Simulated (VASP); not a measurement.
# Bi: single point with LDA

Crystal: Bi.

```xyz
1
Lattice="-4.2575 4.2575 1.4306 4.2575 -4.2575 1.4306 4.2575 4.2575 -1.4306" Properties=species:S:1:pos:R:3 pbc="T T T"
Bi    0.0000    0.0000    0.0000
```

This isn't the form of Bi at room conditions, which is rhombohedral.

| Item | Value |
| --- | --- |
| Program | VASP 6.6.1 |
| Task | single point |
| Functional | LDA |
| Potentials or basis | VASP PAW LDA potentials, release 64 (Bi_d) |
| Cutoff | 520 eV |
| k mesh | 6 × 6 × 6 |
| Occupations | gaussian, width 0.1 eV |
| Spin | no spin polarisation |
| Dipole correction | no |
| Further INCAR settings | ALGO = Normal; EDIFF = 1e-06; NBANDS = 14 |

```
Pressure               : 0.6 GPa
Band gap on the k mesh : none (metal or under the smearing width)
```

Stress tensor (GPa, compression positive):
```
-0.14  0.00  0.00
 0.00 -0.14  0.00
 0.00  0.00  2.08
```

Levels at points of the mesh, in eV from the Fermi level:
| k point | band 4 | band 5 | band 6 | band 7 | band 8 | band 9 | band 10 | band 11 | band 12 | band 13 |
| --- | --- | --- | --- | --- | --- | --- | --- | --- | --- | --- |
| (0.00, 0.00, 0.00) | -22.02 | -22.02 | -11.53 | -1.26 | -1.26 | 2.68 | 4.51 | 7.22 | 7.76 | 7.76 |
| (0.50, 0.00, 0.00) | -22.27 | -21.78 | -7.87 | -3.40 | 1.90 | 1.91 | 6.10 | 6.32 | 8.10 | 9.09 |
| (0.50, 0.50, 0.00) | -22.02 | -22.02 | -11.52 | -1.65 | -1.22 | 3.74 | 4.93 | 5.74 | 7.60 | 7.64 |
| (0.50, 0.50, 0.50) | -22.02 | -22.02 | -11.51 | -1.59 | -1.59 | 3.83 | 6.38 | 6.38 | 6.99 | 8.26 |

Wall time 2.1 min on 1 thread of AMD EPYC 7R43 64-Core Processor (Zen 3) (shared host), peak memory 0.21 GiB.

Caveat: the k mesh is coarse (spacing up to 0.39 Å⁻¹), so the values aren't converged; spin-orbit coupling is left out, which moves the levels of the heavy elements.
